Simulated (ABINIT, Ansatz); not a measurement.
# Quasiparticle gap of NaI (Fm-3m) in ABINIT

Aim: the G0W0 gap of NaI (Fm-3m) on PBE, step by step.

Main program and level: ABINIT 10.8.3; PBE and many-body steps on it, plane waves.

### Step 1. The starting structure

Symmetry: Fm-3m, No. 225, cubic system. The conventional cell has a = 6.473 Å, b = 6.473 Å, c = 6.473 Å, α = 90.00°, β = 90.00°, γ = 90.00°. Nearest to Na lie 6 I at 3.24 Å. Nearest to I lie 6 Na at 3.24 Å. Farther neighbours and most contacts between anions are not listed.

The cell and positions come from the Crystallography Open Database and are kept as given unless a step says otherwise. Spin-orbit coupling is left out unless a step names it.

### Step 2. Ground state

This step: ABINIT 10.8.3; DFT, PBE, plane waves, norm-conserving pseudopotentials.

The ground-state density comes first.

File run.abi:

```
acell 3*1.0 Angstrom
rprim 
  0.000000000000 3.236400000000 3.236400000000
  3.236400000000 -0.000000000000 3.236400000000
  3.236400000000 3.236400000000 -0.000000000000
ntypat 2
znucl 11 53
natom 2
typat 1 2
xred 
  0.000000000000 0.000000000000 0.000000000000
  0.500000000000 0.500000000000 0.500000000000
pp_dirpath "pseudos"
pseudos "Na.upf, I.upf"
ecut 38
ngkpt 6 6 6
nshiftk 1
shiftk 0 0 0
kptopt 1
chksymbreak 0
nband 13
occopt 1
tolvrs 1e-10
nstep 60
prtwf 0
optforces 0
optstress 0
indata_prefix "in"
outdata_prefix "out"
tmpdata_prefix "tmp"
```

Run with:

```
$ OMP_NUM_THREADS=1 mpirun -n 4 abinit run.abi > log
```

Numbers of over 12 decimals in the logs are rounded to 6 here.

Log:

```text
.Version 10.8.3 of ABINIT. v10.8.2 released Aug 2026.

 Symmetries : space group Fm -3 m (#225); Bravais cF (face-center cubic)
================================================================================
 Values of the parameters that define the memory need of the present run
     intxc =       0    ionmov =       0      iscf =       7    lmnmax =       6
     lnmax =       6     mgfft =      50  mpssoang =       3    mqgrid =    3001
     natom =       2  nloc_mem =       1    nspden =       1   nspinor =       1
    nsppol =       1      nsym =      48    n1xccc =    2501    ntypat =       2
    occopt =       1   xclevel =       2
-    mband =          13        mffmem =           1         mkmem =           4
       mpw =        5132          nfft =      125000          nkpt =          16
================================================================================
  Rough estimation (10% accuracy) of disk space for files :
================================================================================

--------------------------------------------------------------------------------
------------- Echo of variables that govern the present computation ------------
--------------------------------------------------------------------------------
 -outvars: echo values of preprocessed input variables --------
            acell      1.8897261259E+00  1.8897261259E+00  1.8897261259E+00 Bohr

      chksymbreak           0
             ecut      3.80000000E+01 Hartree
-          fftalg         312

              ixc     -101130
              kpt      0.00000000E+00  0.00000000E+00  0.00000000E+00
                       1.66666667E-01  0.00000000E+00  0.00000000E+00
                       3.33333333E-01  0.00000000E+00  0.00000000E+00
                       5.00000000E-01  0.00000000E+00  0.00000000E+00
                       1.66666667E-01  1.66666667E-01  0.00000000E+00
                       3.33333333E-01  1.66666667E-01  0.00000000E+00
                       5.00000000E-01  1.66666667E-01  0.00000000E+00
                      -3.33333333E-01  1.66666667E-01  0.00000000E+00
                      -1.66666667E-01  1.66666667E-01  0.00000000E+00
   [... 5 further rows ...]
                      -3.33333333E-01  3.33333333E-01  1.66666667E-01
                      -3.33333333E-01  5.00000000E-01  1.66666667E-01
         kptrlatt        6    0    0      0    6    0      0    0    6
          kptrlen      5.18952141E+01
P           mkmem           4
            natom           2
            nband          13
            ngfft          50      50      50
             nkpt          16
            nstep          60
             nsym          48
           ntypat           2
              occ      2.000000  2.000000  2.000000  2.000000  2.000000  2.000000
                       2.000000  2.000000  0.000000  0.000000  0.000000  0.000000
                       0.000000
        optforces           0
        optstress           0
            prtwf           0
            rprim      0.0000000000E+00  3.2364000000E+00  3.2364000000E+00
[...]
spgroup         225

           tolvrs      1.00000000E-10

             xred      0.0000000000E+00  0.0000000000E+00  0.0000000000E+00
[...]
znucl       11.00000   53.00000

================================================================================

 chkinp: Checking input parameters for consistency.

================================================================================
== DATASET  1 ==================================================================
-   mpi_nproc: 4, omp_nthreads: 1 (-1 if OMP is not activated)

--- !DatasetInfo
iteration_state: {dtset: 1, }
dimensions: {natom: 2, nkpt: 16, mband: 13, nsppol: 1, nspinor: 1, nspden: 1, mpw: 5132, }
cutoff_energies: {ecut:  38.0, pawecutdg:  -1.0, }
electrons: {nelect:   1.60000000E+01, charge:   0.00000000E+00, occopt:   1.00000000E+00, tsmear:   1.00000000E-02, }

 Real(R)+Recip(G) space primitive vectors, cartesian coordinates (Bohr,Bohr^-1):
 R(1)=  0.0000000  6.1159096  6.1159096  G(1)= -0.0817540  0.0817540  0.0817540
 R(2)=  6.1159096  0.0000000  6.1159096  G(2)=  0.0817540 -0.0817540  0.0817540
 R(3)=  6.1159096  6.1159096  0.0000000  G(3)=  0.0817540  0.0817540 -0.0817540
 Unit cell volume ucvol=  4.5752326E+02 bohr^3
 Angles (23,13,12)=  6.00000000E+01  6.00000000E+01  6.00000000E+01 degrees

 getcut: wavevector=  0.0000  0.0000  0.0000  ngfft=  50  50  50
         ecut(hartree)=     38.000   => boxcut(ratio)=   2.08406

--- Pseudopotential description ------------------------------------------------
- Na Generated using ONCVPSP code by D. R. Hamann
- 11.00000   9.00000  171031                  znucl, zion, pspdat
12 -101130 1 -1 1992                          pspcod,pspxc,lmax,lloc,mmax
     nproj     2     2     0
  pspatm : epsatm=    9.36084378
         --- l  ekb(1:nproj) -->
[...]
pspatm: atomic psp has been read  and splines computed

- I Generated using ONCVPSP code by D. R. Hamann
- 53.00000   7.00000  171031                  znucl, zion, pspdat
12 -101130 2 -1 1196                          pspcod,pspxc,lmax,lloc,mmax
     nproj     2     2     2
  pspatm : epsatm=   19.17056757
         --- l  ekb(1:nproj) -->
[...]
2    4.134838    0.711910
 pspatm: atomic psp has been read  and splines computed

   4.56502582E+02                                ecore*ucvol(ha*bohr**3)
--------------------------------------------------------------------------------

_setup2: Arith. and geom. avg. npw (full set) are    5114.764    5114.744

================================================================================

--- !BeginCycle
iteration_state: {dtset: 1, }
solver: {iscf: 7, nstep: 60, nline: 4, wfoptalg: 0, }
tolerances: {tolvrs: 1.00E-10, }

     iter   Etot(hartree)      deltaE(h)  residm     vres2
 ETOT  1  -58.692638720078    -5.869E+01 1.258E-01 5.084E+01
 ETOT  2  -58.744823732631    -5.219E-02 1.320E-03 4.559E+00
 ETOT  3  -58.745242968588    -4.192E-04 6.984E-04 3.654E-01
 ETOT  4  -58.745295115315    -5.215E-05 2.142E-04 1.201E-01
 ETOT  5  -58.745301252664    -6.137E-06 3.840E-05 4.086E-03
 ETOT  6  -58.745301407826    -1.552E-07 9.883E-06 3.491E-05
 ETOT  7  -58.745301409681    -1.855E-09 5.938E-06 5.958E-07
 ETOT  8  -58.745301409713    -3.234E-11 1.628E-06 1.205E-08
 ETOT  9  -58.745301409723    -1.004E-11 1.040E-06 5.867E-11

 At SCF step    9       vres2   =  5.87E-11 < tolvrs=  1.00E-10 =>converged.

--- !ResultsGS
iteration_state: {dtset: 1, }
comment   : Summary of ground state results
lattice_vectors:
- [  0.0000000,   6.1159096,   6.1159096, ]
- [  6.1159096,  -0.0000000,   6.1159096, ]
- [  6.1159096,   6.1159096,  -0.0000000, ]
lattice_lengths: [   8.64920,    8.64920,    8.64920, ]
lattice_angles: [ 60.000,  60.000,  60.000, ] # degrees, (23, 13, 12)
lattice_volume:   4.5752326E+02
convergence: {deltae: -1.004E-11, res2:  5.867E-11, residm:  1.040E-06, diffor:  0.000E+00, }
etotal    :  -5.87453014E+01
entropy   :   0.00000000E+00
fermie    :   3.93791755E-03
cartesian_stress_tensor: null
pressure_GPa: null
xred      :
- [  0.0000E+00,   0.0000E+00,   0.0000E+00, Na]
- [  5.0000E-01,   5.0000E-01,   5.0000E-01,  I]
cartesian_forces: null
force_length_stats: {min: null, max: null, mean: null, }

 Integrated electronic density in atomic spheres:
 ------------------------------------------------
 Atom  Sphere_radius  Integrated_density
    1        2.00000          7.92586470
    2        2.00000          2.89468568
================================================================================

 ----iterations are completed or convergence reached----

 Mean square residual over all n,k,spin=   53.812E-10; max=  10.403E-07
 reduced coordinates (array xred) for    2 atoms
       0.000000000000      0.000000000000      0.000000000000
       0.500000000000      0.500000000000      0.500000000000
 rms dE/dt=  0.0000E+00; max dE/dt=  0.0000E+00; dE/dt below (all hartree)
    1       0.000000000000      0.000000000000      0.000000000000
    2       0.000000000000      0.000000000000      0.000000000000

 cartesian coordinates (angstrom) at end:
    1      0.000000     0.000000     0.000000
    2      3.236400     3.236400     3.236400
 length scales=  1.889726125908  1.889726125908  1.889726125908 bohr
              =  1.000000000000  1.000000000000  1.000000000000 angstroms
 prteigrs : about to open file out_EIG
 Fermi (or HOMO) energy (hartree) =   0.00394   Average Vxc (hartree)=  -0.28324
 Eigenvalues (hartree) for nkpt=  16  k points:
 kpt#   1, nband= 13, wtk=  0.00463, kpt=  0.0000  0.0000  0.0000 (reduced coord)
  -1.85343   -0.82153   -0.82153   -0.82153   -0.40100    0.00394    0.00394    0.00394
   0.13768    0.29667    0.29667    0.29667    0.36509
 prteigrs : prtvol=0 or 1, do not print more k-points.

--- !EnergyTerms
iteration_state     : {dtset: 1, }
comment             : Components of total free energy in Hartree
kinetic             :  3.10131720656170E+01
hartree             :  2.14406273945290E+01
xc                  : -1.08883117766644E+01
Ewald energy        : -2.99766697443574E+01
psp_core            :  9.97769128881818E-01
local_psp           : -5.84334883707165E+01
non_local_psp       : -1.28984001070124E+01
total_energy        : -5.87453014097230E+01
total_energy_eV     : -1.59854108679654E+03
band_energy         : -9.60171861351134E+00

== END DATASET(S) ==============================================================
================================================================================

 -outvars: echo values of variables after computation  --------
           etotal     -5.8745301410E+01
            nband          13
             nkpt          16
          spgroup         225
 [... the other variables as echoed above ...]

 Calculation completed.
```

Run time: 11 s. Hardware: 4 MPI ranks of Arm Neoverse V1, shared host; peak memory 0.36 GiB; 43 s of CPU time.

Numbers from this step:

```
total energy               : -1598.5411 eV
gap                        : 3.639 eV
k of the valence top       : 0, 0, 0
k of the conduction bottom : 0, 0, 0
least direct gap           : 3.639 eV
```

The gap is direct, at Γ.

(Continued in part 2 of 3.)

[Paths, hosts, dates, memory and timing lines, banners, echoed tables and standing remarks are left out of the program output.]

[Logs are printed without paths, hosts, clocks, repeated set-up lines and the standing remarks that a program may print on its own settings, such as how far it seeks lower states.]

[Runs of the session that timed out or met a known fault of the program may be left out.]

[Hosts, paths, dates, database ids (printed as entryN), source tags and the programs' standing remarks are cut or masked in the printed files.]

[G0W0 gaps are taken among the corrected bands and points alone; a level outside them can change the order at an edge.]

[Where Ansatz stands beside ABINIT at settings called matched, ABINIT's density can come from a denser mesh and the files from another edition; pairs whose starting gaps differed by over 0.03 eV were left out, so agreement reads better than it is.]
